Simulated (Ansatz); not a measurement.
# TaN and the effect of the choice of potentials or basis

The structure is cubic, space group Fm-3m (No. 225). The conventional cell has a = 4.423 Å, b = 4.423 Å, c = 4.423 Å, α = 90.00°, β = 90.00°, γ = 90.00°. Ta (site symmetry m-3m) is surrounded by 6 N at 2.21 Å. N (site symmetry m-3m) has 6 Ta at 2.21 Å as nearest neighbours.

The cell comes from a database or a generator and needn't be the stable form of this composition.

Kept alike: task equation of state; functional PBE; k mesh 10 × 10 × 10; occupations fermi-dirac, width 0.05 eV; no spin polarisation. Program: Ansatz. Cutoffs run from 420 to 1796 eV. The mesh is that of the run's cell of 2 atoms. No spin-orbit coupling.

```csv
choice of potentials or basis,volume (Å³/atom),bulk modulus (GPa)
Ansatz NC,10.777,327.1
Ansatz PAW,10.769,329.8
Ansatz PAW (files of its older set among them),10.776,327.2
JTH PAW,10.766,331.3
PseudoDojo standard,10.760,328.7
PseudoDojo stringent,10.755,328.0
SPMS NC,10.763,328.4
```

Volume and modulus come from cells scaled at fixed shape and fractions.

What does the choice of potentials or basis change here?

The volume runs from 10.755 (PseudoDojo stringent) to 10.777 Å³/atom (Ansatz NC). The bulk modulus runs from 327.1 (Ansatz NC) to 331.3 GPa (JTH PAW).
